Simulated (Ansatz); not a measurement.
## Point defect: C interstitial in TaC

Method: DFT PBE, scalar-relativistic, plane waves, PAW (Ansatz). Settings: 420 eV cutoff, 4×4×4 k-mesh, shifted by half a step, Gaussian smearing of 0.10 eV, no spin polarisation.

Host crystal, relaxed:

```
CELL_PARAMETERS angstrom
0.00000 2.23770 2.23770
2.23770 0.00000 2.23770
2.23770 2.23770 0.00000
ATOMIC_POSITIONS crystal
Ta 0.00000 0.00000 0.00000
C 0.50000 0.50000 0.50000
```

Supercell of 32 atoms, rows in host cell vectors: 1 1 1; 1 -3 1; 1 1 -3. Atoms relax at the host's cell, keeping the symmetry that the supercell leaves at the site. The cell is small, so energies carry finite-size errors of tenths of an eV. The host is a metal. Atoms are taken from and returned to the elements' standard states.

Spin-orbit coupling is left out, which matters for the bands and energies of heavy elements.

Defect: C interstitial set at (0.250, 0.250, 0.250) of the host cell. Before relaxation its nearest neighbours are 4 Ta at 1.94 Å, 4 C at 1.94 Å.

```json
{"charge": "0", "E_f at the valence band top (eV)": "6.65", "moment (μB)": "0.00", "largest move (Å)": "0.12", "atoms near the site": "4 C at 2.05 Å, 4 Ta at 2.06 Å"}
```